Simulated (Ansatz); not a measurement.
NaH in Ansatz: convergence with smearing width

Input of the first run (smearing width 0.3 eV); the others differ in this setting and in those tied to it:

File input.yaml:

```yaml
crystal:
  lattice:
    - [0.0, 2.44, 2.44]
    - [2.44, 0.0, 2.44]
    - [2.44, 2.44, 0.0]
  atoms:
    - { symbol: Na, position: [-0.012597, 0.001366, 0.006006] }
    - { symbol: H, position: [0.500558, 0.498419, 0.504866] }
hamiltonian:
  xc: r2scan
  pseudopotentials: { kind: paw, source: jth }
kpoints:
  mp_grid: { grid: [7, 7, 7] }
scf:
  occupations: { method: methfessel_paxton, width: 0.3 }
output:
  forces: true
  stress: true
  eigenvalues: true
```

Potentials or basis: JTH PAW.

Run with:

```sh
$ ansatz run input.yaml --threads 2 --pin off --max-ram 5632MiB --backend cpu --events-out ev --progress --plain --runs-dir out
```

The cell isn't the ideal one: atoms moved at random, drawn with an rms of 0.05 Å.

Hardware: 2 threads of Arm Neoverse V1 (shared host).

```csv
smearing width,"energy less the tightest run, at zero smearing (meV/atom)",SCF cycles,CPU time (s),peak memory (GiB)
0.3 eV,0.00,7,42,0.89
0.2 eV,0.00,7,42,0.89
0.15 eV,0.00,7,42,0.89
0.1 eV,0.00,7,43,0.89
0.05 eV,0.00,7,43,0.89
0.025 eV,0.00,7,44,0.89
0.01 eV,0.00,7,42,0.89
0.005 eV,0.00,7,41,0.89
```

Against the tightest run, the energy stays within 1 meV/atom from 0.3 eV on. The tightest run that finished is the yardstick and may itself not be fully converged.

Caveat, for the tightest run too: odd divisions of the mesh miss points on the zone boundary, where band edges often lie, so the gap on the mesh can be too wide.
